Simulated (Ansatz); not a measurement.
# Moving the functional in BN

```
N B
1.0
     2.55394    0.00000    0.00000
    -1.27697    2.21178    0.00000
     0.00000    0.00000    4.22685
N B
2 2
Direct
  0.33333 0.66667 0.12528
  0.66667 0.33333 0.62528
  0.33333 0.66667 0.49972
  0.66667 0.33333 0.99972
```

Measurements of this composition are mostly on another form, of space group No. 194.

Kept alike: task band structure; k mesh 12 × 12 × 6; occupations fermi-dirac, width 0.05 eV; no spin polarisation. Program: Ansatz, all-electron LAPW, scalar-relativistic. The mesh is that of the run's cell of 4 atoms. No spin-orbit coupling.

| run | band gap (eV) | pressure (GPa) |
| --- | --- | --- |
| A | 4.978 | -13.64 |
| B | 4.976 | -5.89 |
| C | 5.204 | -0.04 |

Pressure is positive in compression. Gaps are the smaller of the mesh's and the band path's.

**Question.** The runs differ in the functional alone: LDA; PBE; PBEsol. Which run is which?

**Answer.** Run A is LDA; run B is PBEsol; run C is PBE. The band gap runs from 4.976 (PBEsol) to 5.204 eV (PBE). From PBE: LDA -0.226; PBEsol -0.228. The pressure runs from -13.64 (LDA) to -0.04 GPa (PBE). From PBE: LDA -13.60; PBEsol -5.85.
